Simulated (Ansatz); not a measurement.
**Gd: changing the starting magnetic order**

```
CELL_PARAMETERS angstrom
-2.02500 2.02500 2.02500
2.02500 -2.02500 2.02500
2.02500 2.02500 -2.02500
ATOMIC_POSITIONS crystal
Gd 0.00000 0.00000 0.00000
```

This isn't the form of Gd at room conditions, which is hcp.

Kept alike: task single point; functional PBEsol; k mesh 9 × 9 × 9; occupations fermi-dirac, width 0.05 eV. Program: Ansatz, Ansatz PAW, cutoff 420 eV. The mesh is that of the run's cell of 1 atom. No spin-orbit coupling.

```csv
starting magnetic order,largest site moment (μB),moment of the cell (μB),free energy over the lowest row (meV/atom)
"ferromagnetic start, larger moments",7.32,7.61,0.00
fm,7.32,7.61,0.00
random,7.32,7.61,0.00
spin off,0.00,0.00,7155.06
```

For a metal such a mesh leaves the last digits unconverged. Moments of the cell are magnitudes, and a label names the start alone. The runs hold the magnetic state that their start led to, which needn't be the lowest. The row without spin has no moments by construction. Site moments count inside each atom's sphere or projector. All rows use potentials made for PBE.

Q: What does the starting magnetic order change here?

A: The largest site moment runs from 0.00 (spin off) to 7.32 μB (ferromagnetic start, larger moments; fm; random). The moment of the cell runs from 0.00 (spin off) to 7.61 μB (ferromagnetic start, larger moments; fm; random). The free energy is lowest at ferromagnetic start, larger moments; fm; random, and 7155.06 meV an atom higher at spin off. Starts that end at one energy have found one state: ferromagnetic start, larger moments; fm; random.
